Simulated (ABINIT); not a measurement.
Crystal: SnSe2.

```xyz
3
Lattice="3.8110 0.0000 0.0000 -1.9055 3.3004 0.0000 0.0000 0.0000 6.1360" Properties=species:S:1:pos:R:3 pbc="T T T"
Sn    0.0000    0.0000    0.0000
Se    1.9055    1.1001    4.6081
Se    0.0000    2.2003    1.5279
```

Base run:

| Item | Value |
| --- | --- |
| Program | ABINIT 10.8.3 (patched build) |
| Functional | BLYP |
| Potentials or basis | JTH PAW PBE v2.0 sp |
| Cutoff | 408 eV |
| k mesh | 8 × 8 × 5 |
| Occupations | fermi-dirac, width 0.05 eV |
| Spin | no spin polarisation |

Its results: band gap on the k mesh 0.76 eV, indirect (least direct gap 1.00 eV); largest force 1.113 eV/Å.

Task: After a change of settings the same cell gave: band gap on the k mesh 0.82 eV, indirect (least direct gap 1.15 eV); largest force 0.856 eV/Å. Which change was it?
A. functional from BLYP to LDA-Teter; potentials or basis from JTH PAW PBE v2.0 sp to JTH PAW LDA v2.0 sp
B. functional from BLYP to LDA-VWN; potentials or basis from JTH PAW PBE v2.0 sp to JTH PAW LDA v2.0; valence electrons from 16 to 26
C. functional from BLYP to revPBE

Result: C.

Caveats: the PAW data sets were made with another functional, which shifts forces and pressure a little; spin-orbit coupling is left out, which moves the levels of the heavy elements; this set keeps more shells in the core, which shifts pressures and gaps; an odd mesh through Γ misses points on the zone boundary, where band edges often lie.
